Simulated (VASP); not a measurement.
Set up this calculation in VASP 6.6.1, as the native input.

```
Task                               : single point
Functional                         : HSE06
Potentials or basis                : VASP PAW PBE potentials, release 64 (Be)
Cutoff                             : 520 eV
k mesh                             : 12 × 12 × 12
Occupations                        : gaussian, width 0.05 eV
Spin                               : no spin polarisation
Dipole correction                  : no
Exchange at q = 0                  : truncated
Grid for exact exchange (PRECFOCK) : Normal
Screening parameter                : 0.2079 1/A
Further INCAR settings             : ALGO = Normal; EDIFF = 1e-06; NBANDS = 7
```

The system is Be.

```xyz
1
Lattice="-1.2484 1.2484 1.2484 1.2484 -1.2484 1.2484 1.2484 1.2484 -1.2484" Properties=species:S:1:pos:R:3 pbc="T T T"
Be    0.0000    0.0000    0.0000
```

The cell was built by a generator and needn't be a form met in nature.

One way to write it, as run:

POSCAR

```
Be
1.0
   -1.2484075336      1.2484075336      1.2484075336
    1.2484075336     -1.2484075336      1.2484075336
    1.2484075336      1.2484075336     -1.2484075336
Be
1
Direct
    0.0000000000      0.0000000000      0.0000000000
```

INCAR.step1

```
  PREC = Accurate
  ENCUT = 520
  EDIFF = 1E-5
  ISMEAR = 0
  SIGMA = 0.05
  LREAL = False
  LASPH = True
  NELM = 100
  ALGO = Normal
  ISIF = 2
  LWAVE = True
  LCHARG = False
  GGA = PE
  NBANDS = 7
```

INCAR.step2

```
  PREC = Accurate
  ENCUT = 520
  EDIFF = 1E-6
  ISMEAR = 0
  SIGMA = 0.05
  LREAL = False
  LASPH = True
  NELM = 100
  ALGO = Normal
  ISIF = 2
  LWAVE = False
  LCHARG = False
  GGA = PE
  LHFCALC = True
  HFSCREEN = 0.2079
  PRECFOCK = Normal
  ISTART = 1
  NBANDS = 7
```

KPOINTS

```
regular mesh
0
Gamma
  12 12 12
```

Potentials or basis: VASP PAW PBE potentials, release 64 (Be).

Command:

```console
$ cat potpaw_PBE.64/Be/POTCAR > POTCAR
$ cp INCAR.step1 INCAR
$ mpirun -np 1 vasp_std > vasp.out
$ cp INCAR.step2 INCAR
$ mpirun -np 1 vasp_std > vasp.out
```

Results of the run:

- Pressure: -0.1 GPa
- Band gap on the k mesh: none (metal or under the smearing width)

Caveat: the PAW data sets were made with another functional, which shifts forces and pressure a little.

Run time: 13 min on 1 thread of Intel(R) Xeon(R) Platinum 8559C (Emerald Rapids), on a shared host, peak memory 0.22 GiB.
